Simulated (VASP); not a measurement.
Runs of VASP 6.6.1 on Zr. Symmetry: Im-3m, No. 229, cubic system. Conventional cell: a = 3.523 Å, b = 3.523 Å, c = 3.523 Å, α = 90.00°, β = 90.00°, γ = 90.00°. Zr (site symmetry m-3m) is surrounded by 8 Zr at 3.05 Å. This isn't the form of Zr at room conditions, which is hcp.

| level | k mesh | cutoff (eV) | smearing | gap on the mesh (eV) | pressure (GPa) |
| --- | --- | --- | --- | --- | --- |
| PBEsol | 16 × 16 × 16 | 900 | gaussian 0.1 eV | none | 0.0 |
| PBEsol | 26 × 26 × 26 | 520 | gaussian 0.1 eV | none | -0.2 |
| PBEsol | 16 × 16 × 16 | 700 | gaussian 0.1 eV | none | 0.0 |
| PBEsol | 16 × 16 × 16 | 520 | gaussian 0.5 eV | none | 1.3 |
| r2SCAN | 16 × 16 × 16 | 520 | gaussian 0.1 eV | none | (a) |

Alike in all rows: task single point; potentials or basis VASP PAW PBE potentials, release 64 (Zr_sv); no spin polarisation; cell as given.

Task: Fill in the values left out.

Result: (a) 4.9.

Caveats: the PAW data sets were made with another functional, which shifts forces and pressure a little.

A k mesh can miss the band edges, and the runs leave out spin-orbit coupling on Zr.

A gap of «none» marks a metal or a gap under the smearing width.
